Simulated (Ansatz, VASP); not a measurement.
**One calculation of ZnS, two programs**

File INCAR:

```
  ALGO = Normal
  EDIFF = 1E-6
  ENCUT = 520
  GGA = PE
  ISIF = 2
  ISMEAR = -1
  LASPH = True
  LCHARG = True
  LELF = True
  LREAL = False
  LVHAR = True
  LWAVE = False
  NBANDS = 16
  NELM = 100
  PREC = Accurate
  SIGMA = 0.01
```

KPOINTS

```
k-points
0
Gamma
  8 8 8
```

The input POSCAR:

```
ZnS
1.0
    0.0000000000      2.7046500000      2.7587430000
    2.7046500000      0.0000000000      2.7587430000
    2.7046500000      2.7046500000      0.0000000000
Zn S
1 1
Direct
    0.0000000000      0.0000000000      0.0000000000
    0.7500000000      0.7500000000      0.7500000000
```

Input for Ansatz:

```yaml
crystal:
  lattice:
    - [0.0, 2.70465, 2.758743]
    - [2.70465, 0.0, 2.758743]
    - [2.70465, 2.70465, 0.0]
  atoms:
    - { symbol: Zn, position: [0.0, 0.0, 0.0] }
    - { symbol: S, position: [0.75, 0.75, 0.75] }
kpoints:
  mp_grid: { grid: [8, 8, 8] }
  band_path:
    path:
      - [0.0, 0.0, 0.0]
      - [0.5, 0.0, 0.5]
      - [0.75, 0.25, 0.5]
      - [0.5, 0.5, 0.5]
      - [0.0, 0.0, 0.0]
      - [0.5, 0.5, 0.0]
      - [0.6298539023, 0.6298539023, 0.2597078047]
      - [0.3701460977, 0.3701460977, 0.7402921953]
      - [0.0, 0.0, 0.0]
    npoints: 5
scf:
  occupations: { method: fermi_dirac, width: 0.01 }
hamiltonian:
  xc: pbe
  pseudopotentials: { kind: all_electron, lapw: { basis_error: 0.00025 } }
output:
  forces: true
  stress: true
  eigenvalues: true
```

Change from the starting cell: zz strain of +2 %.

Alike in both runs: task single point; functional PBE; k mesh 8 × 8 × 8; occupations fermi-dirac, width 0.01 eV; no spin polarisation.

```csv
,VASP,Ansatz
version,VASP 6.6.1,Ansatz 0.2.0
potentials or method,"VASP PAW PBE potentials, release 64 (Zn, S)","all-electron LAPW, scalar-relativistic"
plane-wave cutoff (eV),520,see its input
```

|  | VASP | Ansatz | Ansatz less VASP |
| --- | --- | --- | --- |
| gap on the k mesh at the Fermi level (eV) | 1.99 | 1.99 | -0.001 |
| pressure (GPa) | 0.1 | -0.1 | -0.13 |
| largest component of the traceless stress (GPa) | 0.56 | 0.56 | +0.004 |

Ansatz ran all-electron here, so the differences hold the error of VASP's frozen core and of both bases.
